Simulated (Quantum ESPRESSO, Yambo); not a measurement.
# A GW chain in Yambo: SiC (F-43m), part 2 of 3

Wanted: ground state, empty states, screening and self-energy for SiC (F-43m).

Quantum ESPRESSO 7.5 and Yambo 5.3.0; PBE and many-body steps on it, plane waves. Known limits of the many-body steps: not at the basis limit.

So far. Step 2 (Ground state): The gap is indirect, with the least direct gap 3.19 eV higher. Step 3 (Bands along the symmetry lines): The gap is 1.361 eV, as in the run before at this level.

### 4. Empty states on the mesh, 6×6×6 mesh, 136 bands

Level of this step: DFT, PBE, plane waves, norm-conserving pseudopotentials (Quantum ESPRESSO).

The sums over transitions need many empty states on a uniform mesh; this step solves for them.

Contents of pw.in:

```
&control
  calculation = 'nscf'
  prefix = 'x'
  outdir = 'o'
  pseudo_dir = 'pseudo'
/
&system
  ibrav = 0
  nat = 2
  ntyp = 2
  ecutwfc = 74.0
  nbnd = 136
  force_symmorphic = .true.
/
&electrons
  conv_thr = 1e-9
  electron_maxstep = 80
  diago_full_acc = .true.
  diago_thr_init = 5e-6
/
ATOMIC_SPECIES
  Si 28.085 Si.upf
  C 12.011 C.upf
CELL_PARAMETERS angstrom
  -0.0000000000 2.1790000000 2.1790000000
  2.1790000000 0.0000000000 2.1790000000
  2.1790000000 2.1790000000 -0.0000000000
ATOMIC_POSITIONS crystal
  Si 0.0000000000 0.0000000000 0.0000000000
  C 0.2500000000 0.2500000000 0.2500000000
K_POINTS automatic
  6 6 6 0 0 0
```

The run is started by

```
$ OMP_NUM_THREADS=1 mpirun -n 8 pw.x -nk 4 -in pw.in > pw.out
```

Output:

```text
[banner, memory and clock lines left out]
Program PWSCF v.7.5 starts

     Atomic positions and unit cell read from directory:
     o/x.save/

     Message from routine setup:
     using ibrav=0 with symmetry is DISCOURAGED, use correct ibrav instead

     bravais-lattice index     =            0
     lattice parameter (alat)  =       5.8233  a.u.
     unit-cell volume          =     139.6363 (a.u.)^3
     number of atoms/cell      =            2
     number of atomic types    =            2
     number of electrons       =         8.00
     number of Kohn-Sham states=          136
     kinetic-energy cutoff     =      74.0000  Ry
     charge density cutoff     =     296.0000  Ry
     Exchange-correlation= PBE
                           (   1   4   3   4   0   0   0)

     celldm(1)=   5.823326  celldm(2)=   0.000000  celldm(3)=   0.000000
     celldm(4)=   0.000000  celldm(5)=   0.000000  celldm(6)=   0.000000

     crystal axes: (cart. coord. in units of alat)
               a(1) = (  -0.000000   0.707107   0.707107 )
               a(2) = (   0.707107   0.000000   0.707107 )
               a(3) = (   0.707107   0.707107  -0.000000 )

     reciprocal axes: (cart. coord. in units 2 pi/alat)
               b(1) = ( -0.707107  0.707107  0.707107 )
               b(2) = (  0.707107 -0.707107  0.707107 )
               b(3) = (  0.707107  0.707107 -0.707107 )
     Pseudo is Norm-conserving + core correction, Zval =  4.0
     Generated using ONCVPSP code by D. R. Hamann
     Using radial grid of 1510 points,  6 beta functions with:
     Pseudo is Norm-conserving + core correction, Zval =  4.0
     Generated using ONCVPSP code by D. R. Hamann
     Using radial grid of 1248 points,  4 beta functions with:
     Si                4.00    28.08500     Si( 1.00)
     C                 4.00    12.01100     C ( 1.00)

     24 Sym. Ops. (no inversion) found

   Cartesian axes

     site n.     atom                  positions (alat units)
         1        Si     tau(   1) = (   0.0000000   0.0000000   0.0000000  )
         2        C      tau(   2) = (   0.3535534   0.3535534   0.3535534  )

     number of k points=    16
                       cart. coord. in units 2pi/alat
        k(    1) = (   0.0000000   0.0000000   0.0000000), wk =   0.0092593
        k(    2) = (   0.1178511   0.1178511  -0.1178511), wk =   0.0740741
        k(    3) = (   0.2357023   0.2357023  -0.2357023), wk =   0.0740741
[...]
[... 4 further rows ...]
        k(   15) = (  -0.1178511  -0.3535534   0.5892557), wk =   0.2222222
        k(   16) = (  -0.7071068   0.2357023   0.0000000), wk =   0.1111111

     Dense  grid:    12039 G-vectors     FFT dimensions: (  32,  32,  32)

     The potential is recalculated from file :
     o/x.save/charge-density

     Starting wfcs are    8 randomized atomic wfcs +  128 random wfcs

     Band Structure Calculation

     End of band structure calculation

          k = 0.0000 0.0000 0.0000 (  1459 PWs)   bands (ev):

    -5.9135   9.4961   9.4961   9.4961  15.7194  16.8074  16.8074  16.8074
    24.0247  24.0247  25.9551  26.7794  26.7794  26.7794  33.0140  43.0988
    43.0988  43.0988  51.0830  51.0830  51.0830  52.3680  52.3680  57.2867
[...]
[... 5 further rows ...]
[...]
k = 0.1179 0.1179-0.1179 (  1489 PWs)   bands (ev):

[...]
[... 5 further rows ...]
[...]
k = 0.2357 0.2357-0.2357 (  1501 PWs)   bands (ev):

[...]
[... 5 further rows ...]
   176.9764 176.9764 180.6063 181.0532 181.0532 182.6460 182.9719 182.9719
   184.4603 184.4603 184.6601 184.6976 185.2549 185.2549 187.6674 188.4802

          k =-0.3536-0.3536 0.3536 (  1502 PWs)   bands (ev):

     [... further k-points ...]

     highest occupied, lowest unoccupied level (ev):     9.4961   10.8574

     XML data file, pseudopotentials, collected wavefunctions
```

The job ended after 3 s (8 MPI ranks of Intel Xeon 6975P-C (Granite Rapids), shared host; peak memory 0.45 GiB; 22 s of CPU time).

Numbers from this step:

- gap: 1.361 eV
- k of the valence top: 0, 0, 0
- k of the conduction bottom: 0, -0.5, -0.5
- least direct gap: 4.553 eV
- k points computed: 16
- lowest point of the top converged band, above the valence top: 174.4647 eV

On this mesh the gap is 1.361 eV.

### 5. Conversion and set-up

This step: Yambo 5.3.0; conversion and set-up on PBE, plane waves, norm-conserving pseudopotentials.

The states are converted to the many-body program's format and the q mesh is built.

The run is started by

```
$ (cd o/x.save; p2y > p2y.log; mv SAVE ../..); yambo > setup.log
```

Output:

```text
 Yambo, version 5.3.0

 [02] CORE Variables Setup
 =========================

  [02.01] Unit cells
  ==================

  Cell kind             :  FCC
  Atoms in the cell     :  Si  C
  number of Si atoms    :  1
  number of C  atoms    :  1

  List of atomic masses
  Mass of Si    :  28.08500
  Mass of C     :  12.01100

  List of atomic coordinates    : [cc]
  Si1       :  0.000000  0.000000  0.000000  order 1
  C1       :  2.058857  2.058857  2.058857  order 2

  Alat factors          :  4.117713  4.117713  4.117713 [a.u.]
  Direct lattice volume :  139.6363 [a.u.]
  Direct lattice vectors:  A[ 1 ]  A[ 2 ]  A[ 3 ]
   A[ 1 ]: -0.000000  1.000000  1.000000  [iru]
  -0.000000  4.117713  4.117713  [cc]
   A[ 2 ]:  1.000000  0.000000  1.000000  [iru]
   4.117713  0.000000  4.117713  [cc]
   A[ 3 ]:  1.000000  1.000000 -0.000000  [iru]
   4.117713  4.117713 -0.000000  [cc]

  Recip. lattice volume :  1.776402 [a.u.]
  Recip. lattice vectors:  B[ 1 ]  B[ 2 ]  B[ 3 ]
   B[ 1 ]: -0.500000  0.500000  0.500000  [iku]
  -0.762946  0.762946  0.762946  [cc]
   B[ 2 ]:  0.500000 -0.500000  0.500000  [iku]
   0.762946 -0.762946  0.762946  [cc]
   B[ 3 ]:  0.500000  0.500000 -0.500000  [iku]
   0.762946  0.762946 -0.762946  [cc]

  [02.02] Symmetries
  ==================

  Inversion symmetry    : yes
  Spatial inversion     : no
  Inversion index       :  25
  K-space Time-reversal : yes
  Magnetic symmetries   : no
  Time-reversal derived K-space symmetries:   25   48
  Group table correct   : yes
  Symmetries units      :  [cc]

   [S  1]:   1.0000      0.53036E-18  0.53036E-18  0.53036E-18   1.0000     -0.53036E-18 -0.53036E-18 -0.53036E-18   1.0000
   [S  2]:  -1.0000     -0.53036E-18  0.53036E-18 -0.53036E-18  -1.0000     -0.53036E-18  0.53036E-18  0.53036E-18   1.0000
   [S  3]:  -1.0000      0.53036E-18 -0.53036E-18 -0.53036E-18   1.0000      0.53036E-18  0.53036E-18 -0.53036E-18  -1.0000
[...]
[S  9]:  0.53036E-18   1.0000      0.53036E-18 -0.53036E-18  0.53036E-18   1.0000       1.0000     -0.53036E-18 -0.53036E-18
   [S 10]:  0.53036E-18  -1.0000     -0.53036E-18 -0.53036E-18 -0.53036E-18  -1.0000       1.0000      0.53036E-18  0.53036E-18
     [... 36 further rows ...]
   [S*47]:   1.0000      0.53036E-18 -0.53036E-18  0.53036E-18 -0.53036E-18  -1.0000     -0.53036E-18   1.0000      0.53036E-18
   [S*48]:   1.0000     -0.53036E-18  0.53036E-18  0.53036E-18  0.53036E-18   1.0000     -0.53036E-18  -1.0000     -0.53036E-18

  [02.03] Reciprocal space
  ========================

  nG shells         :  171
  nG charge         :  12039
  nG WFs            :  2031
  nC WFs            :  1524
  G-vecs. in first 17 shells:  [ Number ]
     1    9   15   27   51   59   65   89  113
    137   169   181   229   259   283   307   331
  ...
  Shell energy in first 17 shells:  [ mHa ]
[...]
K [14]         [rlu]:  0.166667  0.333333 -0.500000
[...]
K [15]         [rlu]:  0.166667  0.333333 -0.333333
         WF components:  1512
  K [16]         [rlu]:  0.166667 -0.500000 -0.333333
         WF components:  1510

  [02.05] Energies & Occupations
  ==============================

  [X] === General ===
  [X] Electronic Temperature                        :  0.000000  0.000000 [eV K]
  [X] Bosonic    Temperature                        :  0.000000  0.000000 [eV K]
  [X] Finite Temperature mode                       : no
  [X] El. density                                   :  0.38662E+24 [cm-3]
  [X] Fermi Level                                   :  9.496070 [eV]

  [X] === Gaps and Widths ===
  [X] Conduction Band Min                           :  1.361356 [eV]
  [X] Valence Band Max                              :  0.000000 [eV]
  [X] Filled Bands                                  :   4
  [X] Empty Bands                                   :    5  136
  [X] Direct Gap                                    :  4.552961 [eV]
  [X] Direct Gap localized at k                     :  13
  [X] Indirect Gap                                  :  1.361356 [eV]
  [X] Indirect Gap between kpts                     :   1  13
  [X] Last valence band width                       :  4.386317 [eV]
  [X] 1st conduction band width                     :  5.670360 [eV]

  E @ K [ 1]:  [eV]
   -15.410     -0.64305E-10 -0.56905E-10   0.0000       6.2234       7.3113       7.3113       7.3113
  occ @ K [ 1]
[...]
E @ K [ 2]:  [eV]
[...]
occ @ K [ 2]
[...]
E @ K [ 3]:  [eV]
[...]
occ @ K [ 3]
[...]
E @ K [ 8]:  [eV]
[...]
occ @ K [ 8]
[...]
E @ K [ 9]:  [eV]
[...]
occ @ K [ 9]
[...]
E @ K [10]:  [eV]
[...]
occ @ K [10]
[...]
E @ K [11]:  [eV]
[...]
occ @ K [11]
[...]
E @ K [12]:  [eV]
[...]
occ @ K [12]
[...]
E @ K [13]:  [eV]
[...]
occ @ K [13]
[...]
E @ K [14]:  [eV]
[...]
occ @ K [14]
[...]
E @ K [15]:  [eV]
[...]
occ @ K [15]
[...]
E @ K [16]:  [eV]
  -10.22407  -7.29331  -4.51078  -4.38632   3.99740   7.10198  10.82375  12.21291
  occ @ K [16]
   2.000000  2.000000  2.000000  2.000000  0.000000  0.000000  0.000000  0.000000

 [03] Transferred momenta grid and indexing
 ==========================================

 IBZ Q-points                                      :  16
 BZ  Q-points                                      :  216

 K/Q-points units:
 rlu = crystal or reduced units; cc = cartesian coordinates; iku = interal k-units

 Q [ 1]         [rlu]:  0.000000  0.000000  0.000000
 Q [ 2]         [rlu]:  0.16734E-16  0.16734E-16  0.16667
 Q [ 3]         [rlu]:  0.33468E-16  0.33468E-16  0.33333
[...]
Q [ 8]         [rlu]: -0.19076E-16  0.16667     -0.33333
 Q [ 9]         [rlu]: -0.57120E-17  0.16667     -0.16667
 Q [10]         [rlu]: -0.31459E-17  0.33333      0.33333
     [... 4 further rows ...]
 Q [15]         [rlu]:  0.166667  0.333333 -0.333333
 Q [16]         [rlu]:  0.166667 -0.500000 -0.333333

  [03.01] X indexes
  =================

   [03.01.01] Sigma indexes
   ========================

 [06] Game Over & Game summary
```

Elapsed: 2.4 s, on 1 MPI rank; peak memory 0.24 GiB.

[end of part 2 of 3]

[Paths, hosts, dates, memory and timing lines, banners, echoed tables and standing remarks are left out of the program output.]

[Logs are printed without paths, hosts, clocks, repeated set-up lines and the standing remarks that a program may print on its own settings, such as how far it seeks lower states.]

[Runs of the session that timed out or met a known fault of the program may be left out.]

[Hosts, paths, dates, database ids (printed as entryN), source tags and the programs' standing remarks are cut or masked in the printed files.]
